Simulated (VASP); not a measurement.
**InP in VASP: one cell, several levels of theory**

One table from this session's results is given with a row withheld; the runs are named, their logs left out.

The runs shown are made with VASP 6.6.1. PAW datasets, plane waves. No spin polarisation. The prototype was imposed, so other structures may be more stable.

**The system as given**

The cell comes from an earlier relaxation with r2SCAN in another program.

Space group Fm-3m (No. 225), cubic; conventional cell a = 5.491 Å, 20.69 Å³ an atom. Near In stand 6 P at 2.75 Å; near P stand 6 In at 2.75 Å.

As a file:

```cif
data_structure
_symmetry_space_group_name_H-M 'Fm-3m'
_symmetry_Int_Tables_number 225
_cell_length_a 5.4907
_cell_length_b 5.4907
_cell_length_c 5.4907
_cell_angle_alpha 90.000
_cell_angle_beta 90.000
_cell_angle_gamma 90.000
_cell_volume 165.53
loop_
_atom_site_label
_atom_site_type_symbol
_atom_site_symmetry_multiplicity
_atom_site_Wyckoff_symbol
_atom_site_fract_x
_atom_site_fract_y
_atom_site_fract_z
_atom_site_occupancy
In1 In 4 a 0.00000 0.00000 0.00000 1
P1 P 4 b 0.50000 0.00000 0.00000 1
```

The first run:

INCAR reads:

```
ENCUT = 520.000000
SIGMA = 0.020000
EDIFF = 1.00e-07
GGA = PE
PREC = Accurate
IBRION = -1
ISIF = 2
ISMEAR = -1
NBANDS = 16
NELM = 120
NSW = 0
LASPH = .TRUE.
LCHARG = .FALSE.
LWAVE = .FALSE.
LREAL = .FALSE.
```

KPOINTS reads:

```
KPOINTS created by Atomic Simulation Environment
0
Gamma
8 8 8
0 0 0
```

KPOINTS_OPT reads:

```
special points
7
Reciprocal
0.0000000000 0.0000000000 0.0000000000 1
0.5000000000 0.0000000000 0.5000000000 1
0.5000000000 0.2500000000 0.7500000000 1
0.3750000000 0.3750000000 0.7500000000 1
0.5000000000 0.5000000000 0.5000000000 1
0.6250000000 0.2500000000 0.6250000000 1
0.1875000000 0.1875000000 0.3750000000 1
```

POSCAR reads:

```
In P
 1.0000000000000000
    -0.0000000000000000    2.7453630745181106    2.7453630745181106
     2.7453630745181106    0.0000000000000000    2.7453630745181106
     2.7453630745181106    2.7453630745181106    0.0000000000000000
 In  P
   1   1
Cartesian
 -0.0000000000000000 -0.0000000000000000 -0.0000000000000000
  2.7453630745181106  2.7453630745181106  2.7453630745181106
```

Potentials: the recommended PBE PAW datasets, 18 valence electrons in the neutral cell.

Among the steps run: Single point with PBE; r2SCAN at this geometry; LDA; Single point with PBEsol; Single point with PBE+SOC.

One of the session's tables, all rows but one given; the rest of the session is left out.

```
  level  gap (eV)  Ansatz: gap (eV)
    PBE     -2.74             -2.74
 r2SCAN         ?                 ?
    LDA     -2.78             -2.77
 PBEsol     -2.78             -2.78
PBE+SOC     -2.68             -2.68
```

**Question.** Estimate the row for r2SCAN.

As computed: gap (eV): -2.64; Ansatz: gap (eV): -2.64. In the column «gap (eV)» it is the highest.

A negative gap is an overlap of bands.

**Reading.** No gap over 0.02 eV opens at any of these levels. The PBE bands overlap with and without spin-orbit coupling. Leaving spin-orbit runs aside: The pressure is highest with PBE (1.9 GPa) and lowest with LDA (-3.1 GPa), which orders the cells that they would relax to. The two programs agree on the overlap of the bands within 0.02 eV, far less than the spread between functionals. Each program uses its own PAW datasets and cutoff. LDA means the Perdew–Zunger form in VASP and the Perdew–Wang form in Ansatz.
